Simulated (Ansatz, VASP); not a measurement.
Two plane-wave programs on Al

```xyz
2
Lattice="2.8125 0.0000 0.0000 -1.4062 2.4357 0.0000 0.0000 0.0000 4.8669" Properties=species:S:1:pos:R:3 pbc="T T T"
Al    1.4062    0.8119    3.6501
Al    0.0000    1.6238    1.2167
```

This isn't the form of Al at room conditions, which is fcc.

Alike in both runs: task single point; functional r2SCAN; dispersion D4; k mesh 9 × 9 × 5; occupations fermi-dirac, width 0.05 eV; no spin polarisation.

|  | VASP | Ansatz |
| --- | --- | --- |
| version | VASP 6.6.1 | Ansatz 0.2.0 |
| potentials or method | VASP PAW PBE potentials, release 64 (Al) | plane waves, PAW |
| plane-wave cutoff (eV) | 520 | 544 |
| valence electrons in the cell | 6 | 6 |

Ansatz gave:

| Quantity | Value |
| --- | --- |
| gap on the k mesh at the Fermi level (eV) | none |
| dispersion energy (meV/atom) | -117.3 |

Problem. What did VASP give for the same quantities?

Solution. gap on the k mesh at the Fermi level (eV): none; dispersion energy (meV/atom): -117.2.

A gap of «none» marks a metal or a gap that the smearing closes.
